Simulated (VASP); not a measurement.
# KI (Fm-3m) in VASP: notebook

The runs below take KI through single point, with r2SCAN.

All numbers are computed with VASP 6.6.1; they aren't measurements. Logs are shortened: lines on timing, memory, paths and dates and some standing lists are left out, and cuts for length are marked.

**Experimental background.**

From a printed reference work, monograph, for a bulk crystal of KI: band gap 6.32 eV.

How close the calculation comes is told below.

### 1 The cell of the first run

Symmetry: Fm-3m, No. 225, cubic system. The conventional cell has a = 6.970 Å, b = 6.970 Å, c = 6.970 Å, α = 90.00°, β = 90.00°, γ = 90.00°. I (site symmetry m-3m) has 6 K at 3.49 Å within 4.6 Å. Within 4.6 Å of K (site symmetry m-3m) lie 6 I at 3.49 Å.

### 2 Single point, r2SCAN

Contents of POSCAR:

```
KI
1.0
    0.0000000000      3.4850289444      3.4850289444
    3.4850289444      0.0000000000      3.4850289444
    3.4850289444      3.4850289444      0.0000000000
I K
1 1
Direct
    0.5000000000      0.5000000000      0.5000000000
    0.0000000000      0.0000000000      0.0000000000
```

Contents of INCAR.step1:

```
SYSTEM = KI
PREC = Accurate
ENCUT = 520
ISMEAR = -1
SIGMA = 0.05
LREAL = .False.
LASPH = .True.
NELM = 60
NBANDS = 15
GGA = PE
ALGO = Normal
EDIFF = 1E-4
LWAVE = .True.
LCHARG = .False.
```

Contents of INCAR.step2:

```
SYSTEM = KI
PREC = Accurate
ENCUT = 520
EDIFF = 1E-6
ISMEAR = -1
SIGMA = 0.05
LREAL = .False.
LASPH = .True.
NELM = 60
ALGO = Normal
ISIF = 2
LWAVE = .False.
LCHARG = .False.
METAGGA = R2SCAN
LMIXTAU = .True.
NBANDS = 15
ISTART = 1
```

Contents of KPOINTS:

```
regular mesh
0
Gamma
  7 7 7
  0 0 0
```

Potentials or basis: VASP PAW PBE potentials, release 64 (I, K_sv).

Launch:

```
> cat potpaw_PBE.64/I/POTCAR potpaw_PBE.64/K_sv/POTCAR > POTCAR
> cp INCAR.step1 INCAR
> mpirun -np 1 vasp_std > vasp.out
> cp INCAR.step2 INCAR
> mpirun -np 1 vasp_std > vasp.out
```

OUTCAR:

```text
SYSTEM = KI
   PREC = Accurate
   ENCUT = 520
   EDIFF = 1E-6
   ISMEAR = -1
   LREAL = .False.
   LASPH = .True.
   NELM = 60
   ISIF = 2
   METAGGA = R2SCAN
   ISTART = 1

 ion  position               nearest neighbor table
   1  0.500  0.500  0.500-   2 3.49   2 3.49   2 3.49   2 3.49   2 3.49   2 3.49
   2  0.000  0.000  0.000-   1 3.49   1 3.49   1 3.49   1 3.49   1 3.49   1 3.49

  LATTYP: Found a face centered cubic cell.
 ALAT       =     6.9700578888

  Lattice vectors:

 A1 = (   0.0000000000,   3.4850289444,   3.4850289444)
 A2 = (   3.4850289444,   0.0000000000,   3.4850289444)
 A3 = (   3.4850289444,   3.4850289444,   0.0000000000)

Analysis of symmetry for initial positions (statically):
=====================================================================
 Subroutine PRICEL returns:
 Original cell was already a primitive cell.

 Routine SETGRP: Setting up the symmetry group for a
 face centered cubic supercell.

 Subroutine GETGRP returns: Found 48 space group operations
 (whereof 48 operations were pure point group operations)
 out of a pool of 48 trial point group operations.

The static configuration has the point symmetry O_h .

Analysis of symmetry for dynamics (positions and initial velocities):
=====================================================================
 Subroutine PRICEL returns:
 Original cell was already a primitive cell.

 Routine SETGRP: Setting up the symmetry group for a
 face centered cubic supercell.

 Subroutine GETGRP returns: Found 48 space group operations
 (whereof 48 operations were pure point group operations)
 out of a pool of 48 trial point group operations.

The dynamic configuration has the point symmetry O_h .

 Subroutine INISYM returns: Found 48 space group operations
 (whereof 48 operations are pure point group operations),
 and found     1 'primitive' translations

----------------------------------------------------------------------------------------

                                     Primitive cell

  volume of cell :      84.6543

  direct lattice vectors                    reciprocal lattice vectors
     0.000000000  3.485028944  3.485028944    -0.143470831  0.143470831  0.143470831
     3.485028944  0.000000000  3.485028944     0.143470831 -0.143470831  0.143470831
     3.485028944  3.485028944  0.000000000     0.143470831  0.143470831 -0.143470831

  length of vectors
     4.928575198  4.928575198  4.928575198     0.248498769  0.248498769  0.248498769

  position of ions in fractional coordinates (direct lattice)
     0.500000000  0.500000000  0.500000000
     0.000000000  0.000000000  0.000000000

  ion indices of the primitive-cell ions
   primitive index   ion index
                 1           1
                 2           2

----------------------------------------------------------------------------------------

 KPOINTS: regular mesh

Automatic generation of k-mesh.
 Grid dimensions read from file:
 generate k-points for:    7    7    7

 Generating k-lattice:

  Cartesian coordinates                     Fractional coordinates (reciprocal lattice)
    -0.020495833  0.020495833  0.020495833     0.142857143  0.000000000  0.000000000
     0.020495833 -0.020495833  0.020495833     0.000000000  0.142857143  0.000000000
     0.020495833  0.020495833 -0.020495833     0.000000000  0.000000000  0.142857143

  Length of vectors
     0.035499824  0.035499824  0.035499824

  Shift w.r.t. Gamma in fractional coordinates (k-lattice)
     0.000000000  0.000000000  0.000000000

 Subroutine IBZKPT returns following result:
 ===========================================

 Found     20 irreducible k-points:

 Following reciprocal coordinates:
            Coordinates               Weight
  0.000000  0.000000  0.000000      1.000000
  0.142857  0.000000  0.000000      8.000000
  0.285714  0.000000  0.000000      8.000000
  0.428571  0.000000  0.000000      8.000000
  0.142857  0.142857  0.000000      6.000000
  0.285714  0.142857  0.000000     24.000000
[... 12 lines left out ...]
 -0.428571  0.428571  0.142857     24.000000
 -0.285714  0.428571  0.142857     24.000000
   k-points           NKPTS =     20   k-points in BZ     NKDIM =     20   number of bands    NBANDS=     15
   number of dos      NEDOS =    301   number of ions     NIONS =      2
   total plane-waves  NPLWV =  64000
   dimension x,y,z NGX =    40 NGY =   40 NGZ =   40
   dimension x,y,z NGXF=    80 NGYF=   80 NGZF=   80
   ions per type =               1   1
   NGX,Y,Z   is equivalent  to a cutoff of  13.49, 13.49, 13.49 a.u.
   NGXF,Y,Z  is equivalent  to a cutoff of  26.98, 26.98, 26.98 a.u.
 SYSTEM =  KI
   PREC   = accura    normal or accurate (medium, high low for compatibility)
   ISTART =      1    job   : 0-new  1-cont  2-samecut
   ICHARG =      0    charge: 1-file 2-atom 10-const
   ISPIN  =      1    spin polarized calculation?
   LNONCOLLINEAR =      F non collinear calculations
   LSORBIT =      F    spin-orbit coupling
   LASPH  =      T    aspherical Exc in radial PAW
   ENCUT  =  520.0 eV  38.22 Ry    6.18 a.u.   9.16  9.16  9.16*2*pi/ulx,y,z
   NELM   =     60;   NELMIN=  2; NELMDL=  0     # of ELM steps
   EDIFF  = 0.1E-05   stopping-criterion for ELM
   LREAL  =      F    real-space projection
   EDIFFG = 0.1E-04   stopping-criterion for IOM
   NSW    =      0    number of steps for IOM
   IBRION =     -1    ionic relax: 0-MD 1-quasi-New 2-CG
   NFREE  =      0    steps in history (QN), initial steepest desc. (CG)
   ISIF   =      2    stress and relaxation
   ISYM   =      2    0-nonsym 1-usesym 2-fastsym
   POTIM  = 0.5000    time-step for ionic-motion
   TEBEG  =    0.0;   TEEND  =   0.0 temperature during run
   PSTRESS=    0.0 pullay stress
   NELECT =      16.0000    total number of electrons
   NUPDOWN=      -1.0000    fix difference up-down
   EMIN   =  10.00;   EMAX   =-10.00  energy-range for DOS
   EFERMI =   0.00;   METHOD = LEGACY
   ISMEAR =    -1;   SIGMA  =   0.05  broadening in eV -4-tet -1-fermi 0-gaus
   EFERMI_NEDOS =   21; number of points for ismear=-14 and -15
   IALGO  =     38    algorithm
   IMIX   =      4    mixing-type and parameters
     AMIX     =   0.40;   BMIX     =  1.00
     AMIX_MAG =   1.60;   BMIX_MAG =  1.00
  volume/ion in A,a.u.               =      42.33       285.64
  Fermi-wavevector in a.u.,A,eV,Ry     =   0.939504  1.775404 12.009413  0.882667
  Thomas-Fermi vector in A             =   2.066822
   LORBIT       =      0    0 simple, 1 ext, 2 COOP (PROOUT), +10 PAW based schemes
   METAGGA = R2SCAN    functional components
   LHFCALC =     F    Hartree Fock is set to
   AEXX    =    0.0000 exact exchange contribution
   IVDW    =     0    specifies the selected vdW correction
   LEPSILON=     F    determine dielectric tensor
   LRPA    =     F    only Hartree local field effects (RPA)
 non-spin polarized calculation
  energy-cutoff  :      520.00
  volume of cell :       84.65
 maximum number of plane-waves:      2293
 NGX is ok and might be reduce to    40
   NGX = 19   NGY = 19   NGZ = 19

 number of electron      16.0000000 magnetization

 Free energy of the ion-electron system (eV)
  ---------------------------------------------------
  ext. energy  EPLUGINS =         0.00000000
  ---------------------------------------------------
  free energy    TOTEN  =       -33.97370195 eV

  energy without entropy =      -33.97370195  energy(sigma->0) =      -33.97370195

 E-fermi :   0.5368     XC(G=0):  -7.6895

 val. band max:       -0.5364104822   @ k =   0.0000   0.0000   0.0000
 cond. band min:       4.1803113285   @ k =   0.0000   0.0000   0.0000
 fundamental gap:      4.7167218107
 Fermi energy:         0.5367520358

 k-point     1 :       0.0000    0.0000    0.0000
  band No.  band energies     occupation
      1     -30.1275      2.00000
      2     -12.8484      2.00000
      3     -12.8484      2.00000
      4     -12.8484      2.00000
      5     -11.4151      2.00000
      6      -0.5364      2.00000
      7      -0.5364      2.00000
      8      -0.5364      2.00000
      9       4.1803      0.00000
     10       6.4885      0.00000
     11       6.4885      0.00000
     12       6.4885      0.00000
     13       7.3670      0.00000
     14       7.3670      0.00000
     15       9.7858      0.00000

 k-point     2 :       0.1429    0.0000    0.0000
  band No.  band energies     occupation
      1     -30.1270      2.00000
      2     -12.8896      2.00000
      3     -12.8488      2.00000
      4     -12.8488      2.00000
      5     -11.3445      2.00000
      6      -0.8752      2.00000
      7      -0.6122      2.00000
      8      -0.6122      2.00000
      9       4.6722      0.00000
     10       6.3971      0.00000
     11       6.7260      0.00000
     12       6.7260      0.00000
     13       7.6253      0.00000
     14       7.6253      0.00000
     15      10.5371      0.00000

 k-point     3 :       0.2857    0.0000    0.0000
  band No.  band energies     occupation
      1     -30.1259      2.00000
      2     -12.9713      2.00000
      3     -12.8497      2.00000
      4     -12.8497      2.00000
      5     -11.1946      2.00000
      6      -1.4897      2.00000
      7      -0.7718      2.00000
      8      -0.7718      2.00000
      9       5.3362      0.00000
     10       6.8538      0.00000
     11       7.3332      0.00000
     12       7.3332      0.00000
     13       8.3483      0.00000
     14       8.3483      0.00000
     15      10.4593      0.00000

 k-point     4 :       0.4286    0.0000    0.0000
  band No.  band energies     occupation
      1     -30.1251      2.00000
      2     -13.0288      2.00000
      3     -12.8503      2.00000
      4     -12.8503      2.00000
      5     -11.0804      2.00000
      6      -1.8980      2.00000
      7      -0.8909      2.00000
      8      -0.8909      2.00000
      9       5.5107      0.00000
     10       7.7862      0.00000
     11       8.0995      0.00000
     12       8.0995      0.00000
     13       8.9817      0.00000
     14       8.9817      0.00000
     15       9.9389      0.00000
[... 235 lines left out ...]
 k-point    18 :      -0.4286    0.2857    0.1429
  band No.  band energies     occupation
      1     -30.1246      2.00000
      2     -12.9719      2.00000
      3     -12.8719      2.00000
      4     -12.8595      2.00000
      5     -11.1305      2.00000
      6      -1.6561      2.00000
      7      -1.1430      2.00000
      8      -0.9705      2.00000
      9       6.0624      0.00000
     10       6.8213      0.00000
     11       7.3937      0.00000
     12       8.6850      0.00000
     13       8.9201      0.00000
     14       9.1724      0.00000
     15      10.3329      0.00000

 k-point    19 :      -0.4286    0.4286    0.1429
  band No.  band energies     occupation
      1     -30.1243      2.00000
      2     -12.9216      2.00000
      3     -12.8766      2.00000
      4     -12.8747      2.00000
      5     -11.1861      2.00000
      6      -1.5516      2.00000
      7      -1.0808      2.00000
      8      -1.0489      2.00000
      9       5.4130      0.00000
     10       6.6260      0.00000
     11       7.6338      0.00000
     12       8.6350      0.00000
     13       9.0266      0.00000
     14       9.7728      0.00000
     15      10.3642      0.00000

 k-point    20 :      -0.2857    0.4286    0.1429
  band No.  band energies     occupation
      1     -30.1242      2.00000
      2     -12.9302      2.00000
      3     -12.8878      2.00000
      4     -12.8708      2.00000
      5     -11.1572      2.00000
      6      -1.3929      2.00000
      7      -1.3773      2.00000
      8      -1.0594      2.00000
      9       6.0597      0.00000
     10       6.9038      0.00000
     11       7.0656      0.00000
     12       8.6146      0.00000
     13       9.0711      0.00000
     14       9.5840      0.00000
     15      10.6218      0.00000

------------------------ aborting loop because EDIFF is reached ----------------------------------------

  FORCE on cell =-STRESS in cart. coord.  units (eV):
  Direction    XX          YY          ZZ          XY          YZ          ZX
  --------------------------------------------------------------------------------------
  -------------------------------------------------------------------------------------
  Total        0.3911145      0.3911145      0.3911145     -0.0000000     -0.0000000      0.0000000
  in kB        7.4022774      7.4022774      7.4022774     -0.0000000     -0.0000000      0.0000000
  external PRESSURE =       7.4022774 kB  Pullay stress =       0.0000000 kB

 VOLUME and BASIS-vectors are now :
 -----------------------------------------------------------------------------
  energy-cutoff  :      520.00
  volume of cell :       84.65
      direct lattice vectors                 reciprocal lattice vectors
     0.000000000  3.485028944  3.485028944    -0.143470831  0.143470831  0.143470831
     3.485028944  0.000000000  3.485028944     0.143470831 -0.143470831  0.143470831
     3.485028944  3.485028944  0.000000000     0.143470831  0.143470831 -0.143470831

 POSITION                                       TOTAL-FORCE (eV/Angst)
 -----------------------------------------------------------------------------------
      3.48503      3.48503      3.48503         0.000000      0.000000      0.000000
      0.00000      0.00000      0.00000         0.000000      0.000000      0.000000
 -----------------------------------------------------------------------------------
    total drift:                                0.000000     -0.000000     -0.000000

  FREE ENERGIE OF THE ION-ELECTRON SYSTEM (eV)
  ---------------------------------------------------
  free  energy   TOTEN  =       -33.9737019481 eV

  energy  without entropy=      -33.9737019481  energy(sigma->0) =      -33.97370195
```

Wall time 74 s (1 thread of Intel Xeon Platinum 8559C (Emerald Rapids), shared host); peak memory 0.25 GiB.

Results:

```
Free energy            : -33.9737 eV
Pressure               : 0.7 GPa
Band gap on the k mesh : 4.72 eV, direct
```

Levels at points of the mesh, in eV from the valence-band top:
```tsv
k point	band 6	band 7	band 8	band 9	band 10	band 11
(0.00, 0.00, 0.00)	0.00	0.00	0.00	4.72	7.02	7.02
```

Caveat: the PAW data sets were made with another functional, which shifts forces and pressure a little; spin-orbit coupling is left out, which moves the levels of the heavy elements.

(Part 1 of 2 ends here.)
